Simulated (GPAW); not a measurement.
Crystal: Te.

```
CELL_PARAMETERS angstrom
4.45400 0.00000 0.00000
-2.22700 3.85728 0.00000
0.00000 0.00000 5.92400
ATOMIC_POSITIONS crystal
Te 0.73100 0.73100 0.00000
Te 0.00000 0.26900 0.66667
Te 0.26900 0.00000 0.33333
```

Base run:

| Quantity | Value |
| --- | --- |
| Program | GPAW 26.7.0 |
| Functional | PBE |
| Potentials or basis | PAW data sets generated in the run's folder for this functional |
| Cutoff | 600 eV |
| Basis | pw |
| k mesh | 5 × 5 × 3 |
| Occupations | fermi-dirac, width 0.05 eV |
| Spin | no spin polarisation |

Its results: pressure 1.1 GPa; largest force 0.124 eV/Å.

Task: The run is repeated on the same cell with these changes: functional from PBE to LDA; band points from 80 to 100. What comes out?

Result: Pressure -2.3 GPa; largest force 0.028 eV/Å.

Not every run made on this cell is shown here.
